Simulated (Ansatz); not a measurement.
# Eu (hcp type): a single-point run

Aim: a sound single-point run of Eu (hcp type). The structure is shown as the input types it.

Computed with Ansatz 0.2.0 (DFT, PBE, PAW with Ansatz's default frozen-core files, scalar-relativistic, unless a step's input says otherwise).

2 further runs of the same task are left out: 2 that didn't finish. Runs told in other sessions of the task aren't counted.

### 1 The structure to begin with

It takes space group P6_3/mmc (No. 194, hexagonal). The conventional cell has a = 3.929 Å, b = 3.929 Å, c = 6.302 Å, α = 90.00°, β = 90.00°, γ = 120.00°. Eu (site symmetry -6m2) has 12 Eu at 3.88 to 3.93 Å in its first shell of neighbours.

As a file:

```cif
data_structure
_symmetry_space_group_name_H-M 'P6_3/mmc'
_symmetry_Int_Tables_number 194
_cell_length_a 3.9287
_cell_length_b 3.9287
_cell_length_c 6.3023
_cell_angle_alpha 90.000
_cell_angle_beta 90.000
_cell_angle_gamma 120.000
_cell_volume 84.24
loop_
_atom_site_label
_atom_site_type_symbol
_atom_site_symmetry_multiplicity
_atom_site_Wyckoff_symbol
_atom_site_fract_x
_atom_site_fract_y
_atom_site_fract_z
_atom_site_occupancy
Eu1 Eu 2 c 0.33333 0.66667 0.25000 1
```

### 2 The calculation

input.yaml reads:

```yaml
crystal:
  lattice:
    - [3.9286687184, 0.0, 0.0]
    - [-1.9643343592, 3.4023269132, 0.0]
    - [0.0, 0.0, 6.3023186568]
  atoms:
    - { symbol: Eu, position: [0.3333333333, 0.6666666667, 0.25], spin: 7.0 }
    - { symbol: Eu, position: [0.6666666667, 0.3333333333, 0.75], spin: 7.0 }
magnetization:
  spin_polarized: true
kpoints:
  mp_grid: { grid: [12, 12, 7] }
  band_path:
    path:
      - [0.0, 0.0, 0.0]
      - [0.5, 0.0, 0.0]
      - [0.3333333333, 0.3333333333, 0.0]
      - [0.0, 0.0, 0.0]
      - [0.0, 0.0, 0.5]
      - [0.5, 0.0, 0.5]
      - [0.3333333333, 0.3333333333, 0.5]
      - [0.0, 0.0, 0.5]
      - [0.5, 0.0, 0.5]
    npoints: 8
scf:
  occupations: { method: fermi_dirac, width: 0.1 }
  convergence: { dr2_threshold: 1.0e-16 }
  max_iter: 50
hamiltonian:
  xc: pbe
  pseudopotentials: { kind: paw }
output:
  forces: true
  stress: true
  eigenvalues: true
  populations: true
```

On the command line:

```sh
$ ansatz run input.yaml --threads 1 --pin off --max-ram 3072MiB --backend cpu --events-out ev --progress --plain --runs-dir out
```

What happens when this is run?

The run converged and reported no error. That alone doesn't make the input a sound one.

The suspect setting: scf.convergence.dr2_threshold is 1.0e-16. The risk: threshold needlessly tight. Once met, so tight a threshold does no harm; it costs cycles.

The test: delete scf.convergence.dr2_threshold (the default then holds).
